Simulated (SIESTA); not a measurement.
PbO2:

```
CELL_PARAMETERS angstrom
0.00000 2.70199 2.70199
2.70199 0.00000 2.70199
2.70199 2.70199 0.00000
ATOMIC_POSITIONS crystal
Pb 0.00000 0.00000 0.00000
O 0.75000 0.75000 0.75000
O 0.25000 0.25000 0.25000
```

The cell comes from a database or a generator and needn't be the stable form of this composition.

| Property | Result |
| --- | --- |
| Program | SIESTA 5.4.2 |
| Task | single point |
| Functional | PBEsol |
| Potentials or basis | PseudoDojo 0.4 standard (PBEsol files) |
| Basis | DZP (energy shift 0.003 Ry; two zetas on semicore shells) |
| Grid cutoff | 800 Ry |
| Energy shift | 0.003 Ry |
| k mesh | 9 × 9 × 9 |
| Occupations | fermi-dirac, width 0.05 eV |
| Spin | no spin polarisation |

On this cell: pressure -1.2 GPa; largest force zero by symmetry; band gap on the k mesh none (metal or under the smearing width).

The same run follows on a disturbed copy (atoms moved at random, drawn with an rms of 0.05 Å):

```
CELL_PARAMETERS angstrom
0.00000 2.70199 2.70199
2.70199 0.00000 2.70199
2.70199 2.70199 0.00000
ATOMIC_POSITIONS crystal
Pb 0.99611 0.00198 0.00536
O 0.74542 0.74686 0.74195
O 0.23800 0.27224 0.24122
```

Q: What changes?

A: The energy (extrapolated to zero smearing) moves by +10.4 meV/atom; pressure -0.8 GPa; largest force 0.569 eV/Å; band gap on the k mesh none (metal or under the smearing width).

Forces in eV/Å, atoms in the order of the input:
```
Pb  -0.095 -0.404  0.132
O    0.419  0.067  0.190
O   -0.328  0.337 -0.320
```

Stress tensor (GPa, compression positive):
```
-0.69 -0.48  0.20
-0.48 -1.00 -0.89
 0.20 -0.89 -0.83
```

Caveats: the basis of atomic orbitals isn't converged, which shifts pressures, moduli and gaps.
